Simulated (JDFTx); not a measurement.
# WC (Qusongite) under changes of volume

One of the cells (10.376 Å³/atom); the others are scaled copies at fixed shape and fractional positions:

```
CELL_PARAMETERS angstrom
2.90650 0.00000 0.00000
-1.45325 2.51710 0.00000
0.00000 0.00000 2.83660
ATOMIC_POSITIONS crystal
W 0.00000 0.00000 0.00000
C 0.66667 0.33333 0.50000
```

- Program: JDFTx 1.7.0 (patched build)
- Functional: PBEsol
- Potentials or basis: PseudoDojo-SR-PBEsol-0.4.1-standard with smoothed tails
- Cutoff: 1116 eV
- Density cutoff: 8925 eV
- k mesh: 10 × 10 × 9
- Occupations: fermi-dirac, width 0.05 eV
- Spin: no spin polarisation

| volume (Å³/atom) | energy over the lowest point (meV/atom) | pressure (GPa) |
| --- | --- | --- |
| 9.754 | 40.11 | 25.0 |
| 9.961 | 14.40 | 14.6 |
| 10.169 | ? | ? |
| 10.376 | 0.00 | -3.1 |
| 10.584 | 8.87 | -10.7 |
| 10.791 | 27.03 | -17.5 |
| 10.999 | 53.54 | -23.6 |

Q: What does the run at 10.169 Å³/atom give?

A: Energy over the lowest point 1.45 meV/atom; pressure 5.3 GPa.

Worked out: A Birch-Murnaghan fit of order 3 (a polynomial in V^(-2/3)) to the other rows has its minimum at 10.30 Å³/atom with B0 = V·E''(V) = 412 GPa and B' = 4.4 at fixed shape and positions, which overstates the stiffness. It gives 1.42 meV/atom at 10.169 Å³/atom, against the run's 1.45, and -dE/dV = 5.4 GPa, against 5.3.

Energies are extrapolated to zero smearing.
